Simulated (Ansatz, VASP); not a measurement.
## One calculation of MgB2, two programs

Contents of INCAR:

```
PREC = Accurate ; ENCUT = 520
EDIFF = 1E-8 ; ISMEAR = -1
SIGMA = 0.05 ; LREAL = False
LASPH = True ; NELM = 60
ALGO = Normal ; ISIF = 2
LWAVE = False ; LCHARG = False
LEFG = True ; NBANDS = 11
```

The input KPOINTS:

```
Automatic mesh
0
Gamma
  15 15 12
```

The input POSCAR:

```
MgB2
1.0
    3.0850007055      0.0000000000      0.0000000000
   -1.5425003528      2.6716889817      0.0000000000
    0.0000000000      0.0000000000      3.5230000000
Mg B
1 2
Direct
    0.0000000000      0.0000000000      0.0000000000
    0.3333333333      0.6666666667      0.5000000000
    0.6666666667      0.3333333333      0.5000000000
```

Input for Ansatz:

```yaml
crystal:
  lattice:
    - [3.0850007055, 0.0, 0.0]
    - [-1.5425003528, 2.6716889817, 0.0]
    - [0.0, 0.0, 3.523]
  atoms:
    - { symbol: Mg, position: [0.0, 0.0, 0.0] }
    - { symbol: B, position: [0.3333333333, 0.6666666667, 0.5] }
    - { symbol: B, position: [0.6666666667, 0.3333333333, 0.5] }
kpoints:
  mp_grid: { grid: [15, 15, 12] }
  band_path:
    path:
      - [0.0, 0.0, 0.0]
      - [0.5, 0.0, 0.0]
      - [0.3333333333, 0.3333333333, 0.0]
      - [0.0, 0.0, 0.0]
      - [0.0, 0.0, 0.5]
      - [0.5, 0.0, 0.5]
      - [0.3333333333, 0.3333333333, 0.5]
      - [0.0, 0.0, 0.5]
      - [0.5, 0.0, 0.5]
    npoints: 14
scf:
  occupations: { method: fermi_dirac, width: 0.05 }
hamiltonian:
  xc: lda
  pseudopotentials: { kind: paw }
output:
  forces: true
  stress: true
  eigenvalues: true
  efg: { contact_densities: true }
  populations: true
  bader: true
  dos: { projected: true, de: 0.2, e_range: [-14, 8] }
  write_density: true
  write_potential: true
  elf: true
  volumetric_format: npy
```

Alike in both runs: task electric field gradients; functional LDA; k mesh 15 × 15 × 12; occupations fermi-dirac, width 0.05 eV; no spin polarisation.

|  | VASP | Ansatz |
| --- | --- | --- |
| version | VASP 6.6.1 | Ansatz 0.2.0 |
| potentials or method | VASP PAW LDA potentials, release 64 (Mg, B) | PAW with Ansatz's default frozen-core files, scalar-relativistic |
| plane-wave cutoff (eV) | 520 | 420 |
| valence electrons in the cell | 8 | 16 |

Ansatz gave:

```
pressure (GPa)                                                 : -7.6
largest component of the traceless stress (GPa)                : 1.69
Vzz of the field gradient on the site that differs most (V/Å²) : 17.3
```

Which values does VASP return?

Pressure (GPa): -8.2; largest component of the traceless stress (GPa): 1.62; Vzz of the field gradient on the site that differs most (V/Å²): 19.6.

The two sets of potentials don't hold the same shells in valence.
